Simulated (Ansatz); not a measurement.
# GaAs (F-43m) in Ansatz: further runs

The runs below take GaAs through single point, equation of state, with BLYP+D3(BJ).

Program: Ansatz 0.2.0. These are calculated values, not measurements. Logs are shortened: lines on timing, memory, paths and dates and some standing lists are left out, and cuts for length are marked.

## 1. The structure

It takes space group F-43m (No. 216, cubic). Conventional cell: a = 5.654 Å, b = 5.654 Å, c = 5.654 Å, α = 90.00°, β = 90.00°, γ = 90.00°. As (site symmetry -43m) is surrounded by 4 Ga at 2.45 Å. Around Ga (site symmetry -43m) lie 4 As at 2.45 Å.

## 2. Single point, BLYP+D3(BJ), non-collinear spin, ferromagnetic start, 21.23 Å³/atom (volume scaled by 0.94)

input.yaml reads:

```yaml
crystal:
  lattice:
    - [0.0, 2.7691429914, 2.7691429914]
    - [2.7691429914, 0.0, 2.7691429914]
    - [2.7691429914, 2.7691429914, 0.0]
  atoms:
    - { symbol: As, position: [0.75, 0.75, 0.75], spin: 0.5, spin_axis: [0.0, 0.0, 1.0] }
    - { symbol: Ga, position: [0.0, 0.0, 0.0] }
kpoints:
  mp_grid: { grid: [6, 6, 6] }
scf:
  occupations: { method: gaussian, width: 0.15 }
hamiltonian:
  xc: blyp
  dispersion: d3bj
  pseudopotentials: { kind: all_electron, lapw: { basis_error: 0.001 } }
magnetization:
  noncollinear: true
output:
  forces: true
  stress: true
  eigenvalues: true
```

Potentials or basis: all-electron LAPW, scalar-relativistic.

Started as:

```console
ansatz run input.yaml --threads 1 --pin off --max-ram 2560MiB --backend cpu --events-out ev --progress --plain --runs-dir out
```

The log of the run:

```text
Warning: RAYON_NUM_THREADS=1 ignored (pool sized by the plan → 1); use --threads N
LAPW: plane waves up to 9.351 Å⁻¹, error target 1.0e-3 eV per atom; small_component_spin mean_spin; Ga in spheres of 1.208 Å, 21 of its electrons in bands, Dirac shells []; As in spheres of 1.190 Å, 23 of its electrons in bands, Dirac shells [] (how accurate: hamiltonian.pseudopotentials.lapw.basis_error, Limitations)
Engine: ansatz 0.2.0, aarch64-unknown-linux-gnu
Pseudopotentials: kind: all_electron
Pseudopotential: As, LAPW, valence charge 23, lapw/all_electron/scalar/gaussian/As, Koelling and Harmon's equation, gaussian nucleus
Pseudopotential: Ga, LAPW, valence charge 21, lapw/all_electron/scalar/gaussian/Ga, Koelling and Harmon's equation, gaussian nucleus
Functional definition: BLYP
  parameter beta = 0.0042
  parameter a = 0.04918
  parameter b = 0.132
  parameter c = 0.2533
  parameter d = 0.349
  exchange = b88_x(beta = beta)
  correlation = lyp_c(a = a, b = b, c = c, d = d)
this run first makes a single point of its starting geometry on two collinear spin channels, or without spin where it has no moments, for its own SCFs to start from. `scf.lower_state_search: off` leaves that single point out
Crystal: 2 atoms, lattice volume = 42.468 Å³
Basis set: ecut = 333.15652261193816 eV, 561 PW (Γ), exchange–correlation at level 2
Bands: 27, of which v1, the nominal top of the filled ones, is band 22 counted from 1 (21 counted from 0)
Symmetry: 24 space group operations
Space group: F-43m (ITA 216), of the structure as read, at distance tolerance 3.5e-5 Å
Magnetic group: BNS 216.74 (UNI 1576), of the structure as read, at distance tolerance 3.5e-5 Å
k-points: 16 of 216 (time reversal used)
Non-local potential: As, projectors of the file, none
Non-local potential: Ga, projectors of the file, none
Initial density: superposition of atomic densities (chi_scale 0.1, normalization cell)
Starting moments: Σ|m| = 0.5 μB on 1 of 2 sites
Initial wavefunctions: plane waves of lowest kinetic energy (no species holds an atomic orbital)
Functional: x = b88, c = lyp
iter 1 solved again at ethr=1.78e-3 eV; its pass at ethr=1.00e-1 eV (dr2=7.82e-1 eV) is discarded
SCF iter   1: F=—  HF=-114446.520491 eV  |F-HF|=—  |Δ(HF+E_count)|=         —  Δρ=2.21e-2 (↑1.57e-2 ↓2.21e-2)  dr2=7.83e-1  dr2_m=2.11e-2  M=0.000 μB ∫|m|=0.055 μB  β_m=0.30  ethr=1.78e-3  ⟨swp⟩=2.0  Hψ=5341  notcnv=0
preconditioner: auto → none  [insulator: Δε(μ)=0.803 eV  Ē_g=16.475 eV  σ=0.150 eV  W_gap=1.00  n_scr=14 (ndim 8)  ℏωp=24.2 eV  f_vac=0.080  D(μ)=0.00/eV (n_scr^D=0)  ε∞_Penn≈3.2]
SCF iter   2: F=—  HF=-114446.360069 eV  |F-HF|=—  |Δ(HF+E_count)|=   1.60e-1  Δρ=1.34e-2 (↑9.69e-3 ↓1.34e-2)  dr2=2.35e-1  dr2_m=1.07e-2  M=0.000 μB ∫|m|=0.042 μB  β_m=0.30  ethr=1.78e-3  ⟨swp⟩=2.0  Hψ=2540  notcnv=0
SCF iter   3: F=—  HF=-114446.327211 eV  |F-HF|=—  |Δ(HF+E_count)|=   3.29e-2  Δρ=6.13e-3 (↑5.03e-3 ↓6.13e-3)  dr2=2.93e-2  dr2_m=5.43e-3  M=0.000 μB ∫|m|=0.032 μB  β_m=0.30  ethr=5.34e-4  ⟨swp⟩=2.0  Hψ=2481  notcnv=0
iter 4 solved again at ethr=3.96e-6 eV; its pass at ethr=6.66e-5 eV (dr2=1.74e-3 eV) is discarded
[...]
SCF 1 converged in 14 iterations: F = -114446.333836 eV  dr2 = 3.59e-12
[...]
this run first made a single point of its starting geometry. This run's own SCFs start from that state's density.
Bands: 54, of which v1, the nominal top of the filled ones, is band 44 counted from 1 (43 counted from 0)
Symmetry: 24 space group operations + 24 with time reversal
Moments: of one size on atoms that these operations exchange, one fixing the others by the rotation that the starting moments gave each, and all in one plane where the starting moments lie in one or along one axis (crystal.symmetry.detect: false holds none)
Initial density: read from a saved state, or passed on in memory by an earlier SCF of this step, an earlier step, the calling program or the single point that the run made first
Stability of the state it starts from, as read at its close in the collinear treatment: not read negative (Ritz values of 1 − χ₀K, real part plus size of imaginary part, from 0.73 to 0.78, by its mixing steps under the symmetry group of the SCF that read it); its run was given moments
Starting moments: Σ|m| = 0.5 μB on 1 of 2 sites; this step starts from the density that it was given
iter 1 solved again at ethr=1.29e-8 eV; its pass at ethr=1.00e-1 eV (dr2=5.67e-6 eV) is discarded
SCF iter   1: F=—  HF=-114446.333836 eV  |F-HF|=—  |Δ(HF+E_count)|=         —  Δρ=1.08e-7  dr2=3.21e-12  dr2_m=1.13e-12  ethr=1.29e-8  |M|=1.06e-10 ∫|m|=1.42e-6 μB  β_m=0.30  ⟨swp⟩=5.7  Hψ=7576  notcnv=0
eigensolver tolerance schedule: the retry pair's looser diagonalisation over-reported the residual by 1766985.57 of it (diagonalisation noise at 0.29 of the residual, at the tolerance the schedule requests for it); recorded, not acted on — ethr = c·dr2/N_el stays at c = 1.0e-1
preconditioner: auto → none  [insulator: Δε(μ)=0.827 eV  Ē_g=16.805 eV  σ=0.150 eV  W_gap=1.00  n_scr=14 (ndim 8)  ℏωp=24.2 eV  f_vac=0.192  D(μ)=0.00/eV (n_scr^D=0)  ε∞_Penn≈3.1]
SCF iter   2: F=-114446.333836 eV  HF=-114446.333836 eV  |F-HF|=2.91e-11  |Δ(HF+E_count)|=   9.05e-9  Δρ=8.17e-8  dr2=1.12e-12  dr2_m=6.49e-13  ethr=7.37e-12 (applied; sched 1.00e-12)  |M|=6.60e-12 ∫|m|=1.07e-6 μB  ⟨swp⟩=3.9  Hψ=2887  notcnv=0
WARN: the starting moments were not kept: the SCF closed with an absolute magnetisation of 1.0e-6 μB, where they sum to 0.5 μB in size (1 site). That is at most 0.1 of that sum. Measured as dr2_m measures the in/out step, that magnetisation stands 7.0e-14 eV from none, at or under the dr2_threshold of 1.0e-7 eV: it is no larger than a step whose dr2_m would equal this threshold. The system may hold no moment; this SCF shows only that its start led to no more than that. This SCF took its magnetisation from a saved state (the deck's checkpoint.read, a session's seed or a resume), or from the single point or search that the run made first, and not from the starting moments. Where the run's atoms have moved since that state, how it is taken is a key of its own (checkpoint.density_extrapolation: follow_atoms, where typed, takes the whole of its magnetisation to them with its atoms, but for some exceptions; the density_extrapolation keyword of a session's seed is the same key). To be rid of a resumed run's state, run its deck in a fresh run directory. To be rid of the state of a single point that the run made first, give starting moments in the input or, where a deck that gives them still makes one, type scf.lower_state_search: off. To try another start, run it without that state.
SCF 2 converged in 2 iterations: F = -114446.333836 eV  dr2 = 1.12e-12
SCF converged after 2 iterations
Stability not checked: this state was not tested for a lower state beside it, because this non-collinear magnet's GGA is evaluated by the locally collinear projection, under which the energy is not smooth in the magnetisation (locally_collinear_gga; see scf.lower_state_search)
Magnetization: |M| = 0.0000 μB,  M = (+0.0000, -0.0000, +0.0000) μB
Absolute magnetization: 0.0000 μB (∫|m|)
Moment direction: held on its axis by an average over the rotations of spin about it
  site 0: m = (+0.0000, -0.0000, +0.0000) μB, |m| = 0.0000 μB  (R = 1.19 Å)
  site 1: m = (+0.0000, -0.0000, -0.0000) μB, |m| = 0.0000 μB  (R = 1.21 Å)
Free energy (F): -114446.333836 eV
Harris-Foulkes:  -114446.333836 eV  (|F-HF|=2.91e-11)
Internal energy: -114446.333835 eV  (E = F + TS)
E sigma→0 (E₀):  -114446.333836 eV
Entropy (-TS):   -0.000001 eV (-0.000 meV/atom)
Fermi energy:    11.140781 eV
--- Per-component energies (eV) ---
  E_band       = -2065.984518
  E_kinetic    = 116875.557435
  E_xc         = -4364.393795
  E_electrostatic = -226955.900268  (all electrons and nuclei)
  E_disp       = -1.597207  (pairwise vdW)
  E_smearing   = -0.000001  (= −TS)
  E_closure    = 0.000000  (closes the sum)
  E_atoms      = -114438.061329  (free atoms, spherical and without spin; not in F)
  Σ components = -114446.333836   (vs F -114446.333836, Δ=0.00e0)
  Basis errors (estimates in eV, not in F): energy 4.7e-4 per atom: plane waves 4.2e-4 (2.5e-4 summed), levels above the bands 0.0e0, relativity 1.5e-7, radial functions 4.3e-5, core shells 1.1e-10; eigenvalues (radial functions only) 9.9e-7; not estimated: angular momenta, meshes, grids; target (lapw.basis_error) 1.0e-3; muffin-tin radii Ga 1.208 Å, As 1.190 Å
--- Forces (eV/Å), atoms counted from 1 ---
  atom   1  As    -0.00000000     0.00000000     0.00000000
  atom   2  Ga     0.00000000    -0.00000000     0.00000000
  max |Σ_I F_I| component: 1.85e-17 eV/Å
--- Stress (GPa, compression-positive) ---
        6.009179      -0.000000       0.000000
       -0.000000       6.009179       0.000000
        0.000000       0.000000       6.009179
  P = ⅓ Tr σ = 6.0092 GPa (60.092 kbar)
--- Band table (eV; the first three rows and the last of 16) ---
  k-point 0: bands = ["-173.8413", "-173.8413", "-132.9068", "-132.9068", "-117.3245", "-117.3245", "-117.3245", "-117.3245", "-117.3245", "-117.3245", "-83.7384", "-83.7384", "-83.7384", "-83.7384", "-83.7384", "-83.7384", "-24.5090", "-24.5090", "-24.5090", "-24.5090", "-24.5090", "-24.5090", "-24.4959", "-24.4959", "-24.4959", "-24.4959", "-4.3169", "-4.3169", "-4.3169", "-4.3169", "-4.3169", "-4.3169", "-4.2227", "-4.2227", "-4.2227", "-4.2227", "-2.4946", "-2.4946", "10.7130", "10.7130", "10.7130", "10.7130", "10.7130", "10.7130", "11.5403", "11.5403", "14.5025", "14.5025", "14.5025", "14.5025", "14.5025", "14.5025", "18.7325", "18.7325"]
  k-point 1: bands = ["-173.8413", "-173.8413", "-132.9068", "-132.9068", "-117.3245", "-117.3245", "-117.3245", "-117.3245", "-117.3245", "-117.3245", "-83.7384", "-83.7384", "-83.7384", "-83.7384", "-83.7384", "-83.7384", "-24.5089", "-24.5089", "-24.5087", "-24.5087", "-24.5087", "-24.5087", "-24.4958", "-24.4958", "-24.4958", "-24.4958", "-4.3470", "-4.3470", "-4.3097", "-4.3097", "-4.3097", "-4.3097", "-4.2230", "-4.2230", "-4.2230", "-4.2230", "-2.1475", "-2.1475", "7.9472", "7.9472", "10.3013", "10.3013", "10.3013", "10.3013", "12.5384", "12.5384", "15.0839", "15.0839", "15.0839", "15.0839", "15.6350", "15.6350", "20.0539", "20.0539"]
  k-point 2: bands = ["-173.8413", "-173.8413", "-132.9068", "-132.9068", "-117.3245", "-117.3245", "-117.3245", "-117.3245", "-117.3245", "-117.3245", "-83.7385", "-83.7385", "-83.7384", "-83.7384", "-83.7384", "-83.7384", "-24.5088", "-24.5088", "-24.5081", "-24.5081", "-24.5081", "-24.5081", "-24.4957", "-24.4957", "-24.4957", "-24.4957", "-4.3968", "-4.3968", "-4.2978", "-4.2978", "-4.2978", "-4.2978", "-4.2210", "-4.2210", "-4.2210", "-4.2210", "-1.2510", "-1.2510", "5.1161", "5.1161", "9.7163", "9.7163", "9.7163", "9.7163", "12.0864", "12.0864", "15.5228", "15.5228", "15.5228", "15.5228", "18.3380", "18.3380", "19.8768", "19.8768"]
  k-point 15: bands = ["-173.8413", "-173.8413", "-132.9068", "-132.9068", "-117.3245", "-117.3245", "-117.3245", "-117.3245", "-117.3245", "-117.3245", "-83.7385", "-83.7385", "-83.7385", "-83.7385", "-83.7385", "-83.7384", "-24.5093", "-24.5093", "-24.5075", "-24.5075", "-24.5066", "-24.5066", "-24.4962", "-24.4962", "-24.4949", "-24.4949", "-4.4435", "-4.4435", "-4.2727", "-4.2727", "-4.2632", "-4.2632", "-4.2406", "-4.2406", "-4.2151", "-4.2151", "0.2884", "0.2884", "3.7282", "3.7282", "7.1599", "7.1599", "7.3030", "7.3030", "14.1220", "14.1220", "14.3118", "14.3118", "18.1305", "18.1305", "18.4256", "18.4256", "22.2730", "22.2730"]
```

It took 71 s on 1 thread of Arm Neoverse V1, shared host; peak memory 0.44 GiB.

Results:

| Item | Value |
| --- | --- |
| Free energy | -114446.3338 eV |
| Pressure | 6.0 GPa |
| Band gap on the k mesh | 0.83 eV, direct |
| Net moment | 0.00 μB per cell |
| Absolute moment | 0.00 μB per cell |

Caveat: the starting moments weren't kept.

## 3. Single point, BLYP+D3(BJ), non-collinear spin, ferromagnetic start, 21.69 Å³/atom (volume scaled by 0.96)

input.yaml: that of step 2 with these lines changed.

```diff
@@ -2,5 +2,5 @@
   lattice:
-    - [0.0, 2.7691429914, 2.7691429914]
-    - [2.7691429914, 0.0, 2.7691429914]
-    - [2.7691429914, 2.7691429914, 0.0]
+    - [0.0, 2.7886446409, 2.7886446409]
+    - [2.7886446409, 0.0, 2.7886446409]
+    - [2.7886446409, 2.7886446409, 0.0]
   atoms:
```

Potentials or basis: all-electron LAPW, scalar-relativistic.

Started as:

```console
ansatz run input.yaml --threads 1 --pin off --max-ram 2560MiB --backend cpu --events-out ev --progress --plain --runs-dir out
```

It took 69 s on 1 thread of Arm Neoverse V1, shared host; peak memory 0.44 GiB.

The run converged. Its results:

```
Free energy            : -114446.3623 eV
Pressure               : 4.1 GPa
Band gap on the k mesh : 0.66 eV, direct
Net moment             : 0.00 μB per cell
Absolute moment        : 0.00 μB per cell
```

Caveat: the starting moments weren't kept.

## 4. Single point, BLYP+D3(BJ), non-collinear spin, ferromagnetic start, 22.14 Å³/atom (volume scaled by 0.98)

input.yaml: that of step 3 with these lines changed.

```diff
@@ -2,5 +2,5 @@
   lattice:
-    - [0.0, 2.7886446409, 2.7886446409]
-    - [2.7886446409, 0.0, 2.7886446409]
-    - [2.7886446409, 2.7886446409, 0.0]
+    - [0.0, 2.8078772807, 2.8078772807]
+    - [2.8078772807, 0.0, 2.8078772807]
+    - [2.8078772807, 2.8078772807, 0.0]
   atoms:
```

Started as:

```console
ansatz run input.yaml --threads 1 --pin off --max-ram 2560MiB --backend cpu --events-out ev --progress --plain --runs-dir out
```

Run time: 68 s. Hardware: 1 thread of Arm Neoverse V1, shared host; peak memory 0.44 GiB.

It converged, with:

```
Free energy            : -114446.3808 eV
Pressure               : 2.5 GPa
Band gap on the k mesh : 0.50 eV, direct
Net moment             : 0.00 μB per cell
Absolute moment        : 0.00 μB per cell
```

Caveat: the starting moments weren't kept.

## 5. Single point, BLYP+D3(BJ), non-collinear spin, ferromagnetic start, 22.59 Å³/atom

input.yaml: that of step 4 with these lines changed.

```diff
@@ -2,5 +2,5 @@
   lattice:
-    - [0.0, 2.8078772807, 2.8078772807]
-    - [2.8078772807, 0.0, 2.8078772807]
-    - [2.8078772807, 2.8078772807, 0.0]
+    - [0.0, 2.82685, 2.82685]
+    - [2.82685, 0.0, 2.82685]
+    - [2.82685, 2.82685, 0.0]
   atoms:
```

Started as:

```console
ansatz run input.yaml --threads 1 --pin off --max-ram 2560MiB --backend cpu --events-out ev --progress --plain --runs-dir out
```

It took 68 s on 1 thread of Arm Neoverse V1, shared host; peak memory 0.44 GiB.

Results (log left out):

* Free energy: -114446.3904 eV
* Pressure: 1.0 GPa
* Band gap on the k mesh: 0.34 eV, direct
* Net moment: 0.00 μB per cell
* Absolute moment: 0.00 μB per cell

Caveat: the starting moments weren't kept.

## 6. Single point, BLYP+D3(BJ), non-collinear spin, ferromagnetic start, 23.04 Å³/atom (volume scaled by 1.02)

input.yaml: that of step 5 with these lines changed.

```diff
@@ -2,5 +2,5 @@
   lattice:
-    - [0.0, 2.82685, 2.82685]
-    - [2.82685, 0.0, 2.82685]
-    - [2.82685, 2.82685, 0.0]
+    - [0.0, 2.8455714065, 2.8455714065]
+    - [2.8455714065, 0.0, 2.8455714065]
+    - [2.8455714065, 2.8455714065, 0.0]
   atoms:
```

Potentials or basis: all-electron LAPW, scalar-relativistic.

Started as:

```console
ansatz run input.yaml --threads 1 --pin off --max-ram 2560MiB --backend cpu --events-out ev --progress --plain --runs-dir out
```

Run time: 68 s. Hardware: 1 thread of Arm Neoverse V1, shared host; peak memory 0.43 GiB.

Results (log left out):

```yaml
Free_energy: -114446.3922 eV
Pressure: -0.3 GPa
Band_gap_on_the_k_mesh: 0.19 eV, direct
Net_moment: 0.00 μB per cell
Absolute_moment: 0.00 μB per cell
```

Caveat: the starting moments weren't kept.

## 7. Single point, BLYP+D3(BJ), non-collinear spin, ferromagnetic start, 23.49 Å³/atom (volume scaled by 1.04)

input.yaml: that of step 6 with these lines changed.

```diff
@@ -2,5 +2,5 @@
   lattice:
-    - [0.0, 2.8455714065, 2.8455714065]
-    - [2.8455714065, 0.0, 2.8455714065]
-    - [2.8455714065, 2.8455714065, 0.0]
+    - [0.0, 2.8640496607, 2.8640496607]
+    - [2.8640496607, 0.0, 2.8640496607]
+    - [2.8640496607, 2.8640496607, 0.0]
   atoms:
```

Started as:

```console
ansatz run input.yaml --threads 1 --pin off --max-ram 2560MiB --backend cpu --events-out ev --progress --plain --runs-dir out
```

Run time: 69 s. Hardware: 1 thread of Arm Neoverse V1, shared host; peak memory 0.43 GiB.

It converged, with:

```
Free energy            : -114446.3872 eV
Pressure               : -1.4 GPa
Band gap on the k mesh : none (metal or under the smearing width)
Net moment             : 0.00 μB per cell
Absolute moment        : 0.00 μB per cell
```

Caveat: the k mesh is thin for a metal, which can move the energy by tens of meV per atom; pairwise dispersion overbinds metals, which lowers pressure and volume; the starting moments weren't kept.

## 8. Single point, BLYP+D3(BJ), non-collinear spin, ferromagnetic start, 23.94 Å³/atom (volume scaled by 1.06)

input.yaml: that of step 7 with these lines changed.

```diff
@@ -2,5 +2,5 @@
   lattice:
-    - [0.0, 2.8640496607, 2.8640496607]
-    - [2.8640496607, 0.0, 2.8640496607]
-    - [2.8640496607, 2.8640496607, 0.0]
+    - [0.0, 2.8822925071, 2.8822925071]
+    - [2.8822925071, 0.0, 2.8822925071]
+    - [2.8822925071, 2.8822925071, 0.0]
   atoms:
```

Started as:

```console
ansatz run input.yaml --threads 1 --pin off --max-ram 2560MiB --backend cpu --events-out ev --progress --plain --runs-dir out
```

It took 69 s on 1 thread of Arm Neoverse V1, shared host; peak memory 0.43 GiB.

The run converged. Its results:

| Property | Result |
| --- | --- |
| Free energy | -114446.3762 eV |
| Pressure | -2.4 GPa |
| Band gap on the k mesh | none (metal or under the smearing width) |
| Net moment | 0.00 μB per cell |
| Absolute moment | 0.00 μB per cell |

Caveat: the k mesh is thin for a metal, which can move the energy by tens of meV per atom; pairwise dispersion overbinds metals, which lowers pressure and volume; the starting moments weren't kept.

## 9. Equation of state, BLYP+D3(BJ), non-collinear spin, ferromagnetic start

Potentials or basis: all-electron LAPW, scalar-relativistic.

This step only gathers the single runs of the series.

Results:

```yaml
Equilibrium_volume: 22.93 Å³/atom
Bulk_modulus: 63 GPa
Pressure_derivative_of_the_bulk_modulus: 5.7
```

Energy against volume, from the lowest point:
```csv
volume (Å³/atom),energy (meV/atom)
21.234,29.17
21.686,14.93
22.138,5.69
22.590,0.89
23.041,0.00
23.493,2.50
23.945,7.97
```

Caveat: the starting moments weren't kept. Zero-point motion and thermal expansion aren't in these numbers.
